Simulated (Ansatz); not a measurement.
A plane-wave DFT run in Ansatz 0.2.0 (scalar-relativistic PAW potentials unless the input names others): input and command.

```yaml
crystal:
  lattice:
    - [0.0, 2.8075216847, 2.8075216847]
    - [2.8075216847, 0.0, 2.8075216847]
    - [2.8075216847, 2.8075216847, 0.0]
  atoms:
    - { symbol: Al, position: [0.5, 0.5, 0.5] }
    - { symbol: Ni, position: [0.25, 0.25, 0.25] }
    - { symbol: Ni, position: [0.0, 0.0, 0.0] }
    - { symbol: Ni, position: [0.75, 0.75, 0.75] }
basis:
  ecutwfc: 420
kpoints:
  mp_grid: { grid: [9, 9, 9] }
hamiltonian:
  xc: pbe
scf:
  occupations: { method: gaussian, width: 0.1 }
  mixing: { algorithm: anderson, beta: 0.1, ndim: 4 }
output:
  forces: true
  eigenvalues: true
  stress: true
```

```bash
ansatz run input.yaml --threads 1 --pin off --max-ram 2560MiB --backend cpu --events-out ev --progress --plain --runs-dir out
```

Abridged log:
```
Basis set: ecut = 420 eV, 893 PW (Γ), exchange–correlation on 54×54×54 points (8 copies of the dense FFT grid, shifted against one another)
Bands: 35, of which v1, the nominal top of the filled ones, is band 29 counted from 1 (28 counted from 0)
Symmetry: 48 space group operations
k-points: 35 of 729
SCF iter   1: F=—  HF=-18058.148802 eV  |F-HF|=—  |Δ(HF+E_count)|=         —  Δρ=1.74e-2  dr2=1.12e-1  ethr=1.77e-3  ⟨swp⟩=5.4  Hψ=4119  notcnv=0
SCF iter   2: F=—  HF=-18058.143324 eV  |F-HF|=—  |Δ(HF+E_count)|=   5.48e-3  Δρ=3.14e-3  dr2=4.43e-3  ethr=1.97e-4  ⟨swp⟩=1.7  Hψ=1535  notcnv=0  κ⁻¹=1.0e0(r=1)
SCF iter   3: F=—  HF=-18058.143020 eV  |F-HF|=—  |Δ(HF+E_count)|=   3.04e-4  Δρ=1.75e-3  dr2=1.02e-3  ethr=7.76e-6  ⟨swp⟩=2.0  Hψ=1281  notcnv=0  κ⁻¹=8.3e-4(r=2)
SCF iter   4: F=—  HF=-18058.142892 eV  |F-HF|=—  |Δ(HF+E_count)|=   1.28e-4  Δρ=1.06e-3  dr2=2.75e-4  ethr=1.80e-6  ⟨swp⟩=2.1  Hψ=1711  notcnv=0  κ⁻¹=1.7e-6(r=3)
SCF iter   5: F=—  HF=-18058.142935 eV  |F-HF|=—  |Δ(HF+E_count)|=   4.35e-5  Δρ=1.01e-3  dr2=3.27e-4  ethr=4.83e-7  ⟨swp⟩=2.0  Hψ=2092  notcnv=0  κ⁻¹=9.6e-3(r=3)
SCF iter   6: F=—  HF=-18058.142943 eV  |F-HF|=—  |Δ(HF+E_count)|=   7.53e-6  Δρ=4.17e-4  dr2=5.78e-5  ethr=4.83e-7  ⟨swp⟩=1.0  Hψ=1177  notcnv=0  κ⁻¹=3.2e-2(r=3)
SCF iter   7: F=—  HF=-18058.142943 eV  |F-HF|=—  |Δ(HF+E_count)|=   2.40e-7  Δρ=3.39e-4  dr2=3.91e-5  ethr=1.01e-7  ⟨swp⟩=1.0  Hψ=1177  notcnv=0  κ⁻¹=5.9e-5(r=3)
SCF iter   8: F=—  HF=-18058.142905 eV  |F-HF|=—  |Δ(HF+E_count)|=   3.79e-5  Δρ=1.21e-4  dr2=3.05e-6  ethr=6.85e-8  ⟨swp⟩=3.0  Hψ=2423  notcnv=0  κ⁻¹=4.5e-6(r=3)
SCF iter   9: F=—  HF=-18058.142909 eV  |F-HF|=—  |Δ(HF+E_count)|=   4.07e-6  Δρ=1.12e-4  dr2=3.49e-6  ethr=5.35e-9  ⟨swp⟩=1.0  Hψ=1177  notcnv=0  κ⁻¹=1.4e-5(r=3)
SCF iter  10: F=—  HF=-18058.142909 eV  |F-HF|=—  |Δ(HF+E_count)|=   6.50e-7  Δρ=9.78e-5  dr2=2.59e-6  ethr=5.35e-9  ⟨swp⟩=1.0  Hψ=1177  notcnv=0  κ⁻¹=9.7e-7(r=3)
SCF iter  11: F=—  HF=-18058.142913 eV  |F-HF|=—  |Δ(HF+E_count)|=   3.47e-6  Δρ=9.85e-5  dr2=2.99e-6  ethr=4.55e-9  ⟨swp⟩=2.0  Hψ=1870  notcnv=0  κ⁻¹=9.9e-6(r=3)
SCF iter  12: F=—  HF=-18058.142912 eV  |F-HF|=—  |Δ(HF+E_count)|=   1.00e-6  Δρ=2.35e-5  dr2=2.30e-7  ethr=4.55e-9  ⟨swp⟩=2.9  Hψ=2050  notcnv=0  κ⁻¹=8.5e-5(r=3)
SCF iter  13: F=—  HF=-18058.142912 eV  |F-HF|=—  |Δ(HF+E_count)|=   1.15e-7  Δρ=2.18e-5  dr2=1.31e-7  ethr=1.75e-10  ⟨swp⟩=6.7  Hψ=5024  notcnv=0  κ⁻¹=8.0e-4(r=3)
SCF iter  14: F=-18058.142912 eV  HF=-18058.142912 eV  |F-HF|=3.30e-9  |Δ(HF+E_count)|=   6.92e-8  Δρ=8.19e-6  dr2=1.10e-8  ethr=1.75e-10  ⟨swp⟩=5.4  Hψ=5204  notcnv=0
SCF 1 converged in 14 iterations: F = -18058.142912 eV  dr2 = 1.10e-8
SCF converged after 14 iterations
Stability not checked: this state was not tested for a lower state beside it, because the mixer in use, unlike msr1, does not test its closes by its own steps (another_mixer; see scf.mixing.algorithm and scf.lower_state_search)
Free energy (F): -18058.142912 eV
Harris-Foulkes:  -18058.142912 eV  (|F-HF|=3.30e-9)
Internal energy: -18058.130426 eV  (E = F + TS)
E sigma→0 (E₀):  -18058.136669 eV
Entropy (-TS):   -0.012486 eV (-3.122 meV/atom)
Fermi energy:    16.332148 eV
--- Forces (eV/Å), atoms counted from 1 ---
  atom   1  Al     0.00000000     0.00000000     0.00000000
  atom   2  Ni     0.00000000     0.00000000     0.00000000
  atom   3  Ni     0.00000000     0.00000000     0.00000000
  atom   4  Ni     0.00000000     0.00000000     0.00000000
--- Stress (GPa, compression-positive) ---
        5.826120       0.000000       0.000000
        0.000000       5.826120       0.000000
        0.000000       0.000000       5.826120
  P = ⅓ Tr σ = 5.8261 GPa (58.261 kbar)
```

Apart from outputs and empty bands, the input differs from a reference run on usual settings in kpoints.mp_grid.grid: [14, 14, 14] → [9, 9, 9]; scf.mixing.algorithm: not typed → "anderson"; scf.mixing.beta: not typed → 0.1; scf.mixing.ndim: not typed → 4. The reference, at the same geometry (not necessarily relaxed), gave pressure 5.86 GPa, largest force 0.000 eV/Å, no gap on the mesh. This run converged in 14 SCF iterations (reference: 7) with an energy at zero smearing 0.42 meV/atom below the reference's, pressure 5.83 GPa, largest force 0.000 eV/Å, no gap on the mesh. Its k mesh is looser than usual, yet energy, pressure and forces hardly moved.

The run took 5.9 s on 1 thread of Intel(R) Xeon(R) Processor @ 2.50GHz (Skylake/Cascade Lake), with other jobs on the host, peak memory 0.35 GiB.